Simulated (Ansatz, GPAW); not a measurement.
# Work function of B/W(110) at several levels, part 2 of 3

How far do functional and basis move the work function of B/W(110)?

GPAW 26.7.0 and Ansatz 0.2.0; Ansatz plane waves; slab in vacuum with a dipole correction, relaxation; PAW set soft_1 (the session's first sound run).

So far, upper work function (eV): step 2 (relaxation) 5.15.

## Step 3: Plane waves, PBE

The work function is the vacuum plateau of the electrostatic potential less the Fermi level; a dipole layer lets the two faces have plateaus of their own.

This step: GPAW, PAW setups; slab in vacuum (GPAW 26.7.0).

run.py reads:

```python
import json
import numpy as np
from ase import Atoms
from gpaw import GPAW, PW

slab = Atoms(
    ['W', 'W', 'W', 'W', 'B'],
    positions=[
        [0.00000, 0.00000, 7.00000],
        [2.23446, 0.00000, 9.23446],
        [0.00000, 0.00000, 11.50092],
        [2.23446, 0.00000, 13.75809],
        [1.11723, 0.79000, 15.46691]],
    cell=[[2.23446, -1.58, 0.0], [2.23446, 1.58, 0.0], [0.0, 0.0, 22.74771]],
    pbc=[True, True, False])

slab.calc = GPAW(mode=PW(500), xc='PBE', kpts={'size': (12, 12, 1), 'gamma': True},
                 occupations={'name': 'fermi-dirac', 'width': 0.1}, nbands='200%',
                 convergence={'density': 1e-05}, maxiter=200,
                 poissonsolver={'dipolelayer': 'xy'},
                 symmetry={'tolerance': 1e-3}, txt='slab.txt')
result = {}
energy = slab.get_potential_energy()
fermi = slab.calc.get_fermi_level()
v = slab.calc.get_electrostatic_potential().mean((0, 1)) - fermi
n = slab.calc.get_pseudo_density().mean((0, 1))
L = slab.cell[2, 2]
z = np.arange(len(v)) * L / len(v)
low, high = slab.positions[:, 2].min(), slab.positions[:, 2].max()
below, above = np.interp([low - 4.8, high + 4.8], z, v)
slopes = [np.interp(x, z, np.gradient(v, z)) for x in (low - 4.8, high + 4.8)]
eps = np.array([[slab.calc.get_eigenvalues(k, s) for k in range(len(slab.calc.get_ibz_k_points()))]
                for s in range(slab.calc.get_number_of_spins())]) - fermi
top, bottom = eps[eps < 0].max(), eps[eps > 0].min()
dipole = slab.get_dipole_moment()[2]
print(f'energy {energy:.4f} eV, Fermi level {fermi:.4f} eV, dipole {dipole:.5f} e A')
print(f'potential 4.8 A off the faces, from the Fermi level: lower {below:.4f} eV, upper {above:.4f} eV')
print(f'slope of the potential there: lower {slopes[0]:.5f}, upper {slopes[1]:.5f} eV/A')
print(f'nearest levels on the mesh: {top:.4f} and {bottom:.4f} eV')
print('magnetic moment', round(slab.get_magnetic_moment(), 3))
result.update(energy=energy, fermi=fermi, dipole=dipole, below=below, above=above, slopes=slopes, edges=[top, bottom],
              z=z.tolist(), v=v.tolist(), n=n.tolist(), positions=slab.positions.tolist(),
              forces=slab.get_forces(apply_constraint=False).tolist(), moments=slab.get_magnetic_moments().tolist())
json.dump(result, open('result.json', 'w'))
```

On the command line:

```
OMP_NUM_THREADS=1 OPENBLAS_NUM_THREADS=1 python run.py
```

The program printed:

```text
energy -48.5070 eV, Fermi level 3.4613 eV, dipole -0.00938 e A
potential 4.8 A off the faces, from the Fermi level: lower 4.9082 eV, upper 5.1522 eV
slope of the potential there: lower -0.00147, upper 0.00025 eV/A
nearest levels on the mesh: -0.0114 and 0.0184 eV
magnetic moment 0.0
```

It took 7.8 min on 1 thread of Arm Neoverse V2, shared host; peak memory 0.52 GiB.

This step gave:

```yaml
dipole_along_the_normal: -0.009380 e·Å
levels_nearest_the_fermi_level_on_the_mesh: -0.01137, 0.01840 eV from the Fermi level
upper_work_function: 5.152 eV
lower_work_function: 4.908 eV
```

Table of electrostatic potential energy of an electron (without an applied field's), less the Fermi level, planar mean by z:

z (Å), electrostatic potential energy of an electron (without an applied field's), less the Fermi level, planar mean (eV) and a bar from the least value:
```
      0.0        5.0 ##############################
      0.5        4.9 ##############################
      1.0        4.9 ##############################
      1.5        4.9 ##############################
      2.0        4.9 ##############################
      2.5        4.9 ##############################
      3.0        4.9 ##############################
      3.5        4.9 ##############################
      4.0        4.9 ##############################
      4.5        4.7 ##############################
      5.0        4.3 #############################
      5.5        2.9 ############################
      6.0       -1.6 ########################
      6.5      -14.9 #############
      7.0      -29.2 
      7.5      -15.1 ############
      8.0       -3.2 #######################
      8.5       -7.7 ###################
      9.0      -25.6 ###
      9.5      -24.5 ####
     10.0       -6.9 ####################
     10.5       -3.1 #######################
     11.0      -15.2 ############
     11.5      -29.5 
     12.0      -15.3 ############
     12.5       -3.1 #######################
     13.0       -6.9 ####################
     13.5      -24.7 ####
     14.0      -25.4 ####
     14.5       -7.6 ###################
     15.0       -4.2 ######################
     15.5      -10.9 ################
     16.0       -1.2 ########################
     16.5        3.4 ############################
     17.0        4.7 ##############################
     17.5        5.0 ##############################
     18.0        5.1 ##############################
     18.5        5.1 ##############################
     19.0        5.2 ##############################
     19.5        5.2 ##############################
     20.0        5.2 ##############################
     20.5        5.2 ##############################
     21.0        5.2 ##############################
     21.5        5.2 ##############################
     22.0        5.2 ##############################
     22.5        5.1 ##############################
```

The pseudo valence density, planar mean oscillates, so the rows of the table below give means over windows of 2.27 Å about each position, cut where the curve ends. Its maxima inside the range that stand out by 2 % of the span (Å: e/Å³): 7.0: 1.86, 9.3: 1.83, 11.6: 1.82, 13.8: 1.80. Its minima: 8.2: 0.356, 10.4: 0.340, 12.7: 0.348.

Pseudo valence density, planar mean against z; means over each step:

z (Å), pseudo valence density, planar mean (e/Å³) and a bar:
```
     1.14       0.00 
     3.41       0.00 
     5.68       0.29 ##########
     7.95       0.90 ##############################
    10.22       0.88 #############################
    12.49       0.88 ##############################
    14.76       0.68 #######################
    17.03       0.05 ##
    19.30       0.00
```

Force by atom:

| atom | x (eV/Å) | y (eV/Å) | z (eV/Å) | size |
| --- | --- | --- | --- | --- |
| W1 | 0.000 | 0.000 | 0.380 | 0.380 |
| W2 | 0.000 | 0.000 | -0.346 | 0.346 |
| W3 | 0.000 | 0.000 | 0.013 | 0.013 |
| W4 | 0.000 | 0.000 | -0.047 | 0.047 |
| B5 | 0.000 | 0.000 | 0.003 | 0.003 |

The potential is flat to 0.001 eV/Å where it is read, so the vacuum is wide enough. The geometry is the other program's minimum; here the largest force on a free atom is 0.047 eV/Å.

## Step 4: OptPBE vdW: xc = "optPBE-vdW"

The same geometry under optPBE-vdW, to see how far the functional moves the levels against the vacuum (the van der Waals functionals take revPBE setups).

run.py, as its differences from that of step 3:

```diff
@@ -16,3 +16,3 @@
 
-slab.calc = GPAW(mode=PW(500), xc='PBE', kpts={'size': (12, 12, 1), 'gamma': True},
+slab.calc = GPAW(mode=PW(500), xc='optPBE-vdW', kpts={'size': (12, 12, 1), 'gamma': True},
                  occupations={'name': 'fermi-dirac', 'width': 0.1}, nbands='200%',
```

The program printed:

```text
energy -116.5321 eV, Fermi level 3.3669 eV, dipole -0.01129 e A
potential 4.8 A off the faces, from the Fermi level: lower 5.0648 eV, upper 5.3581 eV
slope of the potential there: lower -0.00236, upper 0.00036 eV/A
nearest levels on the mesh: -0.0045 and 0.0093 eV
magnetic moment 0.0
```

The job ended after 8.5 min (1 thread; peak memory 0.67 GiB).

This step gave:

| Quantity | Value |
| --- | --- |
| dipole along the normal | -0.01129 e·Å |
| levels nearest the Fermi level on the mesh | -0.004451, 0.009309 eV from the Fermi level |
| upper work function | 5.358 eV |
| lower work function | 5.065 eV |

The electrostatic potential energy of an electron (without an applied field's), less the Fermi level, planar mean oscillates, so the rows of the table below give means over windows of 2.27 Å about each position, cut where the curve ends. Its maxima inside the range that stand out by 2 % of the span (Å: eV): 8.2: -2.84, 10.3: -2.66, 12.6: -2.61, 14.9: -3.41. Its minima: 7.0: -29.3, 9.2: -29.6, 11.5: -29.5, 13.7: -29.8, 15.4: -11.1.

The electrostatic potential energy of an electron (without an applied field's), less the Fermi level, planar mean by z; means over each step:

| z (Å) | electrostatic potential energy of an electron (without an applied field's), less the Fermi level, planar mean (eV) |
| --- | --- |
| 1.14 | 5.08 |
| 3.41 | 5.02 |
| 5.68 | -2.41 |
| 7.95 | -14.7 |
| 10.22 | -14.5 |
| 12.49 | -14.5 |
| 14.76 | -12.3 |
| 17.03 | 3.86 |
| 19.30 | 5.35 |
| 21.57 | 5.35 |

The pseudo valence density, planar mean oscillates, so the rows of the table below give means over windows of 2.27 Å about each position, cut where the curve ends. Its maxima inside the range that stand out by 2 % of the span (Å: e/Å³): 7.0: 1.86, 9.3: 1.83, 11.6: 1.83, 13.8: 1.80. Its minima: 8.2: 0.353, 10.4: 0.337, 12.7: 0.345.

The pseudo valence density, planar mean by z; means over each step:

| z (Å) | pseudo valence density, planar mean (e/Å³) |
| --- | --- |
| 1.14 | 6.9e-6 |
| 3.41 | 0.00132 |
| 5.68 | 0.293 |
| 7.95 | 0.899 |
| 10.22 | 0.876 |
| 12.49 | 0.884 |
| 14.76 | 0.679 |
| 17.03 | 0.0486 |
| 19.30 | 1.7e-4 |

Force by atom:

| atom | x (eV/Å) | y (eV/Å) | z (eV/Å) | size |
| --- | --- | --- | --- | --- |
| W1 | 0.000 | 0.000 | 0.087 | 0.087 |
| W2 | 0.000 | 0.000 | -0.333 | 0.333 |
| W3 | 0.000 | 0.000 | 0.006 | 0.006 |
| W4 | 0.000 | 0.000 | 0.031 | 0.031 |
| B5 | 0.000 | 0.000 | 0.210 | 0.210 |

The upper face's work function is 5.358 eV, against 5.152 eV in the first plane-wave PBE run at this geometry.

## Step 5: Self-consistent run: xc = "vdW-DF2"

The same geometry under vdW-DF2, to see how far the functional moves the levels against the vacuum (the van der Waals functionals take revPBE setups).

run.py, as its differences from that of step 4:

```diff
@@ -16,3 +16,3 @@
 
-slab.calc = GPAW(mode=PW(500), xc='optPBE-vdW', kpts={'size': (12, 12, 1), 'gamma': True},
+slab.calc = GPAW(mode=PW(500), xc='vdW-DF2', kpts={'size': (12, 12, 1), 'gamma': True},
                  occupations={'name': 'fermi-dirac', 'width': 0.1}, nbands='200%',
```

The program printed:

```text
energy -648.2582 eV, Fermi level 3.4047 eV, dipole -0.01548 e A
potential 4.8 A off the faces, from the Fermi level: lower 5.1286 eV, upper 5.5285 eV
slope of the potential there: lower -0.00229, upper 0.00077 eV/A
nearest levels on the mesh: -0.0045 and 0.0010 eV
magnetic moment 0.0
```

The job ended after 18 min (1 thread; peak memory 0.67 GiB).

Numbers from this step:

```yaml
dipole_along_the_normal: -0.01548 e·Å
levels_nearest_the_fermi_level_on_the_mesh: -0.004456, 0.001028 eV from the Fermi level
upper_work_function: 5.529 eV
lower_work_function: 5.129 eV
```

The upper face's work function is 5.529 eV, against 5.152 eV in the first plane-wave PBE run at this geometry.

## Step 6: Self-consistent run: xc = "revPBE"

The same geometry under revPBE, to see how far the functional moves the levels against the vacuum.

run.py, as its differences from that of step 5:

```diff
@@ -16,3 +16,3 @@
 
-slab.calc = GPAW(mode=PW(500), xc='vdW-DF2', kpts={'size': (12, 12, 1), 'gamma': True},
+slab.calc = GPAW(mode=PW(500), xc='revPBE', kpts={'size': (12, 12, 1), 'gamma': True},
                  occupations={'name': 'fermi-dirac', 'width': 0.1}, nbands='200%',
```

The program printed:

```text
energy -46.5617 eV, Fermi level 3.5424 eV, dipole -0.01022 e A
potential 4.8 A off the faces, from the Fermi level: lower 4.7970 eV, upper 5.0625 eV
slope of the potential there: lower -0.00158, upper 0.00027 eV/A
nearest levels on the mesh: -0.0174 and 0.0178 eV
magnetic moment 0.0
```

Wall time 7.5 min (1 thread); peak memory 0.52 GiB.

Numbers from this step:

```yaml
dipole_along_the_normal: -0.01022 e·Å
levels_nearest_the_fermi_level_on_the_mesh: -0.01737, 0.01783 eV from the Fermi level
upper_work_function: 5.063 eV
lower_work_function: 4.797 eV
```

The upper face's work function is 5.063 eV, against 5.152 eV in the first plane-wave PBE run at this geometry.

## Step 7: Real-space grid: mode = "fd"

A real-space grid is a second complete basis, so it checks the plane-wave result.

run.py, as its differences from that of step 6:

```diff
@@ -3,3 +3,3 @@
 from ase import Atoms
-from gpaw import GPAW, PW
+from gpaw import GPAW
 
@@ -16,3 +16,3 @@
 
-slab.calc = GPAW(mode=PW(500), xc='revPBE', kpts={'size': (12, 12, 1), 'gamma': True},
+slab.calc = GPAW(mode='fd', h=0.18, xc='PBE', kpts={'size': (12, 12, 1), 'gamma': True},
                  occupations={'name': 'fermi-dirac', 'width': 0.1}, nbands='200%',
```

The program printed:

```text
energy -48.5587 eV, Fermi level -5.0307 eV, dipole -0.00953 e A
potential 4.8 A off the faces, from the Fermi level: lower 4.9082 eV, upper 5.1527 eV
slope of the potential there: lower -0.00141, upper 0.00021 eV/A
nearest levels on the mesh: -0.0118 and 0.0182 eV
magnetic moment 0.0
```

The job ended after 35 min (1 thread; peak memory 3 GiB).

Numbers from this step:

- dipole along the normal: -0.009526 e·Å
- levels nearest the Fermi level on the mesh: -0.01185, 0.01821 eV from the Fermi level
- upper work function: 5.153 eV
- lower work function: 4.908 eV

The upper face's work function is 5.153 eV, against 5.152 eV in the first plane-wave PBE run at this geometry.

## Step 8: Atomic orbitals: mode = "lcao"

Atom-centred orbitals end a few angstrom from the surface, which tests how much the density's tail matters.

run.py, as its differences from that of step 7:

```diff
@@ -16,4 +16,4 @@
 
-slab.calc = GPAW(mode='fd', h=0.18, xc='PBE', kpts={'size': (12, 12, 1), 'gamma': True},
-                 occupations={'name': 'fermi-dirac', 'width': 0.1}, nbands='200%',
+slab.calc = GPAW(mode='lcao', basis='dzp', h=0.18, xc='PBE', kpts={'size': (12, 12, 1), 'gamma': True},
+                 occupations={'name': 'fermi-dirac', 'width': 0.1}, nbands='120%',
                  convergence={'density': 1e-05}, maxiter=200,
```

The program printed:

```text
energy -47.2309 eV, Fermi level -4.9963 eV, dipole -0.00562 e A
potential 4.8 A off the faces, from the Fermi level: lower 4.9241 eV, upper 5.0683 eV
slope of the potential there: lower -0.00069, upper 0.00000 eV/A
nearest levels on the mesh: -0.0101 and 0.0211 eV
magnetic moment 0.0
```

Run time: 61 min. Hardware: 1 thread; peak memory 0.56 GiB.

This step gave:

```yaml
dipole_along_the_normal: -0.005622 e·Å
levels_nearest_the_fermi_level_on_the_mesh: -0.01005, 0.02107 eV from the Fermi level
upper_work_function: 5.068 eV
lower_work_function: 4.924 eV
```

The upper face's work function is 5.068 eV, against 5.152 eV in the first plane-wave PBE run at this geometry.

## Step 9: All levels side by side

Times are for 1 thread of Arm Neoverse V2, shared host. Results by setting:

| no. | run | upper work function (eV) | lower work function (eV) | time | memory (GiB) |
| --- | --- | --- | --- | --- | --- |
| 1 | pw | 5.152 | 4.908 | 7.8 min | 0.52 |
| 2 | optPBE vdW | 5.358 | 5.065 | 8.5 min | 0.67 |
| 3 | vdW DF2 | 5.529 | 5.129 | 18 min | 0.67 |
| 4 | revPBE | 5.063 | 4.797 | 7.5 min | 0.52 |
| 5 | fd | 5.153 | 4.908 | 35 min | 3.0 |
| 6 | lcao | 5.068 | 4.924 | 61 min | 0.56 |

[end of part 2 of 3]

[Logs are printed without paths, hosts, clocks, repeated set-up lines and the standing remarks that a program may print on its own settings, such as how far it seeks lower states.]

[Hosts, paths, dates, database ids (printed as entryN), source tags and the programs' standing remarks are cut or masked in the printed files.]
